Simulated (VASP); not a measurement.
Runs of VASP 6.6.1 on SiC. The structure is cubic, space group F-43m (No. 216). The conventional cell has a = 4.354 Å, b = 4.354 Å, c = 4.354 Å, α = 90.00°, β = 90.00°, γ = 90.00°. Around Si (site symmetry -43m) lie 4 C at 1.89 Å. C (site symmetry -43m) has 4 Si at 1.89 Å as nearest neighbours. The cell is a database's computed one.

| task | level | potentials or basis | cell | k mesh | cutoff (eV) | mesh quality | gap on the mesh (eV) | pressure (GPa) | relaxed volume (Å³/atom) |
| --- | --- | --- | --- | --- | --- | --- | --- | --- | --- |
| single point | PBEsol | VASP PAW PBE potentials, release 64 (Si, C) | as given | 10 × 10 × 10 | 520 | not flagged | 1.23 | (b) | - |
| relaxation of cell and atoms | PBEsol | VASP PAW PBE potentials, release 64 (Si, C) | relaxed | 10 × 10 × 10 | 600 | not flagged | 1.23 | 0.0 | 10.35 |
| relaxation of cell and atoms | PBEsol | VASP PAW PBE potentials, release 64 (Si, C_s) | relaxed | 10 × 10 × 10 | 480 | not flagged | 1.24 | 0.0 | 10.35 |
| relaxation of cell and atoms | PBE | VASP PAW PBE potentials, release 64 (Si, C) | relaxed | 10 × 10 × 10 | 600 | not flagged | 1.37 | 0.0 | 10.49 |
| relaxation of cell and atoms | PBE+D3(BJ) | VASP PAW PBE potentials, release 64 (Si, C) | relaxed | 10 × 10 × 10 | 600 | not flagged | 1.35 | 0.0 | 10.27 |
| relaxation of cell and atoms | PBEsol | VASP PAW PBE potentials, release 64 (Si, C) | relaxed | 4 × 4 × 4 | 600 | coarse | (a) | 0.0 | 10.37 |
| relaxation of cell and atoms | PBEsol | VASP PAW PBE potentials, release 64 (Si, C) | relaxed | 10 × 10 × 10 | 580 | not flagged | 1.23 | 0.0 | 10.35 |
| relaxation of cell and atoms | LDA | VASP PAW LDA potentials, release 64 (Si, C) | relaxed | 10 × 10 × 10 | 600 | not flagged | (c) | 0.0 | 10.15 |

Alike in all rows: no spin polarisation; smearing gaussian 0.02 eV.

Task: Estimate the missing entries.

Result: (a) 1.18; (b) 0.8; (c) 1.29.

Caveats: some runs use coarse meshes; the PAW data sets were made with another functional, which shifts forces and pressure a little (some runs).

A k mesh can miss the band edges.
